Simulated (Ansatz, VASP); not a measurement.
**Two plane-wave programs on GaAs**

```
Ga As
1.0
     0.00000    2.86558    2.75096
     2.86558    0.00000    2.75096
     2.86558    2.86558    0.00000
Ga As
1 1
Direct
  0.00000 0.00000 0.00000
  0.75000 0.75000 0.75000
```

Alike in both runs: task single point; functional PBEsol; k mesh 12 × 12 × 12; occupations gaussian, width 0.05 eV; no spin polarisation.

```csv
,VASP,Ansatz
version,VASP 6.6.1,Ansatz 0.2.0
potentials or method,"VASP PAW PBE potentials, release 64 (Ga_d, As)","scalar-relativistic, plane waves, PAW"
plane-wave cutoff (eV),520,420
valence electrons in the cell,18,28
```

VASP gave:

| Quantity | Value |
| --- | --- |
| gap on the k mesh at the Fermi level (eV) | 0.30 |
| least direct gap on the mesh (eV) | 0.30 |
| pressure (GPa) | 0.3 |
| largest component of the traceless stress (GPa) | 1.51 |

Question: Which values does Ansatz return?

Answer: gap on the k mesh at the Fermi level (eV): 0.28; least direct gap on the mesh (eV): 0.28; pressure (GPa): 0.2; largest component of the traceless stress (GPa): 1.51.

The two sets of potentials don't hold the same shells in valence.

Caveats: the PAW data sets were made with another functional, which shifts forces and pressure a little (VASP).
